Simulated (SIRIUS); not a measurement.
## HgTe (Coloradoite) under changes of volume

One of the cells (33.215 Å³/atom); the others are scaled copies at fixed shape and fractional positions:

```xyz
2
Lattice="0.0000 3.2145 3.2145 3.2145 0.0000 3.2145 3.2145 3.2145 0.0000" Properties=species:S:1:pos:R:3 pbc="T T T"
Hg    0.0000    0.0000    0.0000
Te    4.8217    4.8217    4.8217
```

| Quantity | Value |
| --- | --- |
| Program | SIRIUS 7.10.0 |
| Functional | PBEsol |
| Potentials or basis | PseudoDojo 0.4.1 PBEsol standard (scalar relativistic) |
| Cutoff | 1102 eV |
| Density cutoff | 4408 eV |
| k mesh | 7 × 7 × 7 |
| Occupations | fermi-dirac, width 0.05 eV |
| Spin | no spin polarisation |

```csv
volume (Å³/atom),energy over the lowest point (meV/atom),pressure (GPa)
31.223,51.90,5.5
31.887,31.84,4.1
32.551,17.18,2.9
33.215,7.35,1.8
33.880,1.77,0.9
34.544,0.00,0.0
35.208,?,?
```

Question: What does the run at 35.208 Å³/atom give?

Answer: Energy over the lowest point 1.59 meV/atom; pressure -0.8 GPa.

Worked out: A Birch-Murnaghan fit of order 3 (a polynomial in V^(-2/3)) to the other rows has its minimum at 34.55 Å³/atom, just outside them, with B0 = V·E''(V) = 42 GPa and B' = 5.2. It gives 1.60 meV/atom at 35.208 Å³/atom, against the run's 1.59, and -dE/dV = -0.8 GPa, against -0.8.

Energies are extrapolated to zero smearing.
